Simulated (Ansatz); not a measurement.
# TaN (Fm-3m) in Ansatz: further runs

The runs below take TaN through projected density of states, with r2SCAN+U.

Everything below comes from runs of Ansatz 0.2.0. Logs are shortened: lines on timing, memory, paths and dates and some standing lists are left out, and cuts for length are marked.

### 1 The structure

It takes space group Fm-3m (No. 225, cubic). Conventional cell: a = 4.423 Å, b = 4.423 Å, c = 4.423 Å, α = 90.00°, β = 90.00°, γ = 90.00°. Ta (site symmetry m-3m) has 6 N at 2.21 Å as nearest neighbours. Around N (site symmetry m-3m) lie 6 Ta at 2.21 Å.

The cell comes from a database or a generator and needn't be the stable form of this composition.

### 2 Projected density of states, r2SCAN+U

File input.yaml:

```yaml
crystal:
  lattice:
    - [0.0, 2.211323, 2.211323]
    - [2.211323, 0.0, 2.211323]
    - [2.211323, 2.211323, 0.0]
  atoms:
    - { symbol: Ta, position: [0.5, 0.5, 0.5] }
    - { symbol: "N", position: [0.0, 0.0, 0.0] }
hamiltonian:
  xc: r2scan
  pseudopotentials: { kind: paw }
  hubbard: { sites: [{ species: Ta, l: d, u_eff: 5.0 }] }
kpoints:
  mp_grid: { grid: [10, 10, 10] }
scf:
  occupations: { method: fermi_dirac, width: 0.05 }
  n_extra_bands: 6
output:
  forces: true
  stress: true
  eigenvalues: true
  dos: { projected: true, de: 0.05, nscf_kmesh: { grid: [15, 15, 15] } }
```

Potentials or basis: Ansatz PAW.

Started as:

```sh
ansatz run input.yaml --threads 2 --pin off --max-ram 5632MiB --backend cpu --events-out ev --progress --plain --runs-dir out
```

Log:

```text
Warning: RAYON_NUM_THREADS=2 ignored (pool sized by the plan → 2); use --threads N
Ta: projections on atomic orbitals take those of the free atom [Kr 4d10 4f14] 5s2 5p6 5d3 6s2, of charge +0.00 (hamiltonian.pseudopotentials.projection_atoms); the dataset's partial waves leave at most 6.0e-5 of an orbital's norm unspanned inside its sphere
N: projections on atomic orbitals take those of the free atom [He] 2s2 2p3, of charge +0.00 (hamiltonian.pseudopotentials.projection_atoms); the dataset's partial waves leave at most 9.3e-9 of an orbital's norm unspanned inside its sphere
scf.n_extra_bands = 6 over 9 filled bands (N_el = 18.0): the run solves 15 bands
Engine: ansatz 0.2.0, x86_64-unknown-linux-gnu
Pseudopotentials: kind: paw
Pseudopotential: Ta, paw, valence charge 13, recommended cutoff 500 eV (meta_gga), Ta.paw.azcp
Pseudopotential: N, paw, valence charge 5, recommended cutoff 500 eV (meta_gga), N.paw.azcp
Functional definition: r2SCAN
  parameter k0 = 0.174
  parameter k1 = 0.065
  parameter a1 = 4.9479
  exchange = r2scan_x(k0 = k0, k1 = k1, a1 = a1)
  correlation = r2scan_c
Crystal: 2 atoms, lattice volume = 21.627 Å³
Basis set: ecut = 500 eV, 537 PW (Γ), exchange–correlation on 96×96×96 points (64 copies of the dense FFT grid, shifted against one another)
Bands: 15, of which v1, the nominal top of the filled ones, is band 9 counted from 1 (8 counted from 0)
Symmetry: 48 space group operations
Space group: Fm-3m (ITA 225), of the structure as read, at distance tolerance 2.8e-5 Å
k-points: 47 of 1000
Non-local potential: Ta, projectors of the file, l = 0: 3, l = 1: 2, l = 2: 2, l = 3: 1
Non-local potential: N, projectors of the file, l = 0: 2, l = 1: 2, l = 2: 1
PAW form: soft (Blöchl's): semilocal exchange-correlation on the pseudo side does not see the compensation charge
PAW frozen core: Ta, regenerated for the run's functional (the file was generated under x = pbe(κ = 0.804, μ = 0.2195149727645171), c = pbe(β = 0.06672455060314922))
PAW frozen core: N, regenerated for the run's functional (the file was generated under x = pbe(κ = 0.804, μ = 0.2195149727645171), c = pbe(β = 0.06672455060314922))
PAW one-centre angular grid: Ta, 590 points (default); XC on 160 Gauss nodes
PAW one-centre angular grid: N, 302 points (default); XC on 160 Gauss nodes
Initial density: superposition of atomic densities (chi_scale 0.1, normalization cell, long waves kept (reshape's long-wave potential 0.00 eV rms))
Initial wavefunctions: pseudopotential atomic-orbital guess
Functional: x = r2scan, c = r2scan; τ floored in thin density (d = 2e-4 eV/Å³)
SCF iter   1: F=—  HF=-10325.168989 eV  |F-HF|=—  |Δ(HF+E_count)|=         —  Δρ=7.08e-2  dr2=1.25e0  dr2_τ=3.09e-1  ethr=3.10e-3  ⟨swp⟩=5.9  Hψ=3712  notcnv=0
preconditioner: auto → none  [metal: Δε(μ)=0.066 eV  Ē_g=14.184 eV  σ=0.050 eV  W_gap=0.31  n_scr=8 (ndim 8)  ℏωp=25.3 eV  f_vac=0.000  D(μ)=0.67/eV (n_scr^D=0)  sad-step TF]
SCF iter   2: F=—  HF=-10325.230657 eV  |F-HF|=—  |Δ(HF+E_count)|=   6.17e-2  Δρ=3.42e-2  dr2=1.62e-1  dr2_τ=4.20e-2  ethr=3.10e-3  ⟨swp⟩=2.2  Hψ=1486  notcnv=0  defer=52
SCF iter   3: F=—  HF=-10325.333163 eV  |F-HF|=—  |Δ(HF+E_count)|=   1.03e-1  Δρ=8.96e-3  dr2=1.26e-2  dr2_τ=2.18e-3  ethr=8.99e-4  ⟨swp⟩=2.6  Hψ=1069  notcnv=0  defer=52
SCF iter   4: F=—  HF=-10325.341164 eV  |F-HF|=—  |Δ(HF+E_count)|=   8.00e-3  Δρ=1.45e-3  dr2=2.92e-4  dr2_τ=6.69e-5  ethr=7.00e-5  ⟨swp⟩=2.6  Hψ=1372  notcnv=0  defer=52
SCF iter   5: F=—  HF=-10325.341267 eV  |F-HF|=—  |Δ(HF+E_count)|=   1.03e-4  Δρ=2.57e-4  dr2=8.92e-6  dr2_τ=1.64e-6  ethr=1.62e-6  ⟨swp⟩=2.2  Hψ=954  notcnv=0  defer=52
SCF iter   6: F=—  HF=-10325.341278 eV  |F-HF|=—  |Δ(HF+E_count)|=   1.07e-5  Δρ=8.01e-5  dr2=1.33e-6  dr2_τ=9.91e-8  ethr=4.95e-8  ⟨swp⟩=2.5  Hψ=1077  notcnv=0  defer=52
SCF iter   7: F=-10325.341279 eV  HF=-10325.341279 eV  |F-HF|=4.40e-9  |Δ(HF+E_count)|=   5.32e-7  Δρ=1.35e-5  dr2=4.50e-8  dr2_τ=5.14e-9  ethr=5.56e-10  ⟨swp⟩=7.2  Hψ=3416  notcnv=0
SCF 1 converged in 7 iterations: F = -10325.341279 eV  dr2 = 4.50e-8
NSCF: frozen V_eff on 120 k-points
SCF converged after 7 iterations
Free energy (F): -10325.341279 eV
Harris-Foulkes:  -10325.341279 eV  (|F-HF|=4.40e-9)
Internal energy: -10325.335906 eV  (E = F + TS)
E sigma→0 (E₀):  -10325.338593 eV
Entropy (-TS):   -0.005372 eV (-2.686 meV/atom)
Fermi energy:    21.662202 eV
--- Per-component energies (eV) ---
  E_band       = -64.704550
  E_kinetic    = 501.922760
  E_local      = -595.081771  (includes V_loc(G=0)·N_el)
  E_nonlocal   = 59.254803
  E_hartree    = 199.861738
  E_xc         = -265.594001
  E_vxc        = -308.341388  (∫ρ·V_xc dr)
  E_hubbard    = 5.669824  (on-site DFT+U / exact-exchange correction)
  E_vhub       = 2.158669  (the Hubbard potential's part of the band-sum identity)
  E_paw        = -8551.963362  (= ΣΔE_a)
  E_vpaw       = -140.233574  (= ΣTr[D̂ρ^β])
  E_aug_tail   = 0.000065  (compensation charges beyond the density's cutoff)
  E_vtau       = 15.894796  (kinetic-family band-sum trace: ∫τ·v_τ [+ j·A + Jᵃ·Aᵃ] dr)
  E_ewald      = -1678.620117
  E_core_change = -0.785845  (= ΣΔE_core)
  E_smearing   = -0.005372  (= −TS)
  E_closure    = -0.000000  (closes the sum)
  Σ components = -10325.341279   (vs F -10325.341279, Δ=0.00e0)
--- Forces (eV/Å), atoms counted from 1 ---
  atom   1  Ta     0.00000000    -0.00000000     0.00000000
  atom   2  N     -0.00000000     0.00000000     0.00000000
  max |Σ_I F_I| component: 3.67e-29 eV/Å
--- Stress (GPa, compression-positive) ---
       -1.252262      -0.000000       0.000000
       -0.000000      -1.252262      -0.000000
        0.000000      -0.000000      -1.252262
  P = ⅓ Tr σ = -1.2523 GPa (-12.523 kbar)
--- Band table (eV; the first three rows and the last of 47) ---
  k-point 0: bands = ["-50.3750", "-15.9375", "-15.9375", "-15.9375", "1.7148", "17.5269", "17.5269", "17.5269", "19.5282", "19.5282", "19.5282", "22.5933", "22.5933", "23.0746", "31.0289"]
  k-point 1: bands = ["-50.3696", "-16.0198", "-15.9449", "-15.9449", "1.9471", "16.4235", "16.9086", "16.9086", "19.8929", "19.8929", "19.9314", "23.3769", "23.3769", "23.8176", "31.7434"]
  k-point 2: bands = ["-50.3548", "-16.2301", "-15.9641", "-15.9641", "2.5829", "14.5543", "15.8273", "15.8273", "20.4658", "20.7242", "20.7242", "25.1361", "25.1361", "25.3603", "33.3633"]
  k-point 46: bands = ["-50.2993", "-16.4768", "-16.3485", "-16.2149", "3.8713", "14.2926", "14.4120", "14.6115", "20.2713", "22.5413", "25.0524", "25.9943", "26.7754", "31.4766", "32.6883"]
Occupation matrices written to <dir>
```

dos.tsv:

```text
# E-E_F[eV]	g_bin_mean(E)[states/eV]	N(E)
# format = ansatz-dos/2
# fermi_ev = 21.633880
# fermi_mp_grid = 15 15 15
# fermi_mp_shift = 0 0 0
# nscf_kmesh_grid = 15 15 15
# nscf_kmesh_shift = 0 0 0
# tetrahedron_fermi_ev = 21.634929
# g_bin_mean(E): the states in a bin one row spacing wide, centred on E, divided by that spacing. States that the method places at a single energy (under output.dos.method: tetrahedron, those of a tetrahedron whose four corners have one energy) are counted whole in the row whose bin holds that energy (on the edge of two bins, in the lower row). The sum of g_bin_mean over a run of rows, times the row spacing, is the number of states from half a spacing under the first of them to half a spacing over the last (a plain sum, not the trapezoid rule).
-72.508834	0.000000e0	0.000000e0
-72.458834	0.000000e0	0.000000e0
-72.408834	0.000000e0	0.000000e0
-72.358834	0.000000e0	0.000000e0
-72.308834	0.000000e0	0.000000e0
-72.258834	0.000000e0	0.000000e0
[... 1748 lines left out ...]
15.191166	0.000000e0	3.000000e1
15.241166	0.000000e0	3.000000e1
```

Wall time 2.9 s (2 threads of Intel Xeon Platinum 8375C at 2.90GHz (Ice Lake), shared host); peak memory 0.41 GiB.

Results:

```
Free energy                          : -10325.3413 eV
Pressure                             : -1.3 GPa
Band gap on the k mesh               : none (metal or under the smearing width)
Density of states at the Fermi level : 0.69 states/eV per cell
```

States per cell in windows of 0.5 eV (zero at the Fermi level; states under -8 eV left out):
| from (eV) | total | Ta 5d | N 2p | Ta 6s | N 2s | Ta 5p |
| --- | --- | --- | --- | --- | --- | --- |
| -8.0 | 0.25 | 0.05 | 0.16 | 0.02 | 0.00 | 0.01 |
| -7.5 | 1.51 | 0.48 | 0.97 | 0.01 | 0.01 | 0.03 |
| -7.0 | 1.27 | 0.42 | 0.81 | 0.00 | 0.01 | 0.02 |
| -6.5 | 0.67 | 0.21 | 0.44 | 0.00 | 0.00 | 0.01 |
| -6.0 | 0.46 | 0.13 | 0.31 | 0.00 | 0.00 | 0.01 |
| -5.5 | 0.24 | 0.05 | 0.19 | 0.00 | 0.00 | 0.00 |
| -5.0 | 0.07 | 0.02 | 0.06 | 0.00 | 0.00 | 0.00 |
| -4.5 | 0.06 | 0.03 | 0.03 | 0.00 | 0.00 | 0.00 |
| -4.0 | 0.09 | 0.06 | 0.03 | 0.00 | 0.00 | 0.00 |
| -3.5 | 0.13 | 0.09 | 0.04 | 0.00 | 0.00 | 0.00 |
| -3.0 | 0.17 | 0.12 | 0.04 | 0.00 | 0.00 | 0.00 |
| -2.5 | 0.22 | 0.16 | 0.05 | 0.00 | 0.00 | 0.00 |
| -2.0 | 0.27 | 0.21 | 0.05 | 0.00 | 0.00 | 0.00 |
| -1.5 | 0.31 | 0.24 | 0.06 | 0.00 | 0.00 | 0.00 |
| -1.0 | 0.36 | 0.28 | 0.07 | 0.01 | 0.00 | 0.00 |
| -0.5 | 0.37 | 0.29 | 0.06 | 0.01 | 0.00 | 0.00 |
| 0.0 | 0.39 | 0.31 | 0.06 | 0.01 | 0.00 | 0.00 |
| 0.5 | 0.46 | 0.37 | 0.07 | 0.01 | 0.00 | 0.00 |
| 1.0 | 0.58 | 0.48 | 0.07 | 0.01 | 0.00 | 0.00 |
| 1.5 | 0.93 | 0.77 | 0.12 | 0.02 | 0.01 | 0.00 |
| 2.0 | 0.91 | 0.76 | 0.10 | 0.02 | 0.02 | 0.00 |
| 2.5 | 0.78 | 0.65 | 0.07 | 0.02 | 0.03 | 0.00 |
| 3.0 | 0.72 | 0.60 | 0.05 | 0.03 | 0.03 | 0.00 |
| 3.5 | 0.38 | 0.24 | 0.04 | 0.04 | 0.05 | 0.00 |
| 4.0 | 0.49 | 0.27 | 0.06 | 0.06 | 0.07 | 0.00 |
| 4.5 | 0.69 | 0.33 | 0.08 | 0.08 | 0.10 | 0.00 |
| 5.0 | 0.65 | 0.33 | 0.08 | 0.06 | 0.09 | 0.00 |
| 5.5 | 0.39 | 0.20 | 0.07 | 0.05 | 0.03 | 0.00 |
| 6.0 | 0.34 | 0.17 | 0.07 | 0.03 | 0.01 | 0.00 |
| 6.5 | 0.32 | 0.16 | 0.08 | 0.02 | 0.00 | 0.00 |
| 7.0 | 0.34 | 0.15 | 0.08 | 0.04 | 0.00 | 0.00 |
| 7.5 | 0.33 | 0.13 | 0.08 | 0.07 | 0.00 | 0.00 |

Eigenvalues of the final occupation matrices:
```tsv
site	spin	trace	eigenvalues
site 1	1	1.84	0.28 0.28 0.43 0.43 0.43
```

Caveat: U without spin polarisation on a metal has little footing; the PAW data sets come from PBE, with cores solved anew for the run's functional, which leaves a small shift of forces and pressure; the density of states is complete only up to the lowest level of the last band computed.

(Part 1 of 2 ends here.)
